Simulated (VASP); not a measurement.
Crystal: Tm.

```
CELL_PARAMETERS angstrom
-1.97055 1.97055 1.97055
1.97055 -1.97055 1.97055
1.97055 1.97055 -1.97055
ATOMIC_POSITIONS crystal
Tm 0.00000 0.00000 0.00000
```

This isn't the form of Tm at room conditions, which is hcp.

* Program: VASP 6.6.1
* Task: relaxation of cell and atoms
* Functional: PBE
* Potentials or basis: VASP PAW PBE potentials, release 64 (Tm)
* Cutoff: 600 eV
* k mesh: 7 × 7 × 7
* Occupations: fermi-dirac, width 0.05 eV
* Spin: collinear spin, ferromagnetic start
* Starting moments: [2.0] μB

At the start: pressure 2.6 GPa; volume 30.61 Å³/atom.

How do energy, volume and symmetry change on relaxing?

Over 9 steps the energy falls by 26.8 meV/atom and the volume is 34.00 Å³/atom (+11.1 %); space group Im-3m (No. 229, to 0.05 Å); moment 1.10 μB per cell.

Step by step:
| step | energy change (eV) | largest force (eV/Å) | pressure (GPa) | volume (Å³) |
| --- | --- | --- | --- | --- |
| 1 | 0.0000 | 0.0000 | 2.55 | 30.61 |
| 2 | 0.0225 | 0.0000 | 1.12 | 32.82 |
| 3 | 0.0511 | 0.0000 | -0.57 | 34.88 |
| 4 | -0.0267 | 0.0000 | 0.40 | 34.14 |
| 5 | -0.0264 | 0.0000 | -0.20 | 34.44 |
| 6 | -0.0266 | 0.0000 | -0.24 | 34.34 |
| 7 | -0.0267 | 0.0000 | -0.05 | 34.24 |
| 8 | -0.0267 | 0.0000 | -0.20 | 34.18 |
| 9 | -0.0268 | 0.0000 | 0.03 | 34.00 |

Final structure:
```xyz
1
Lattice="-2.0409 2.0409 2.0409 2.0409 -2.0409 2.0409 2.0409 2.0409 -2.0409" Properties=species:S:1:pos:R:3 pbc="T T T"
Tm    0.0000    0.0000    0.0000
```

Caveat: the magnetic or orbital state may not be the lowest.
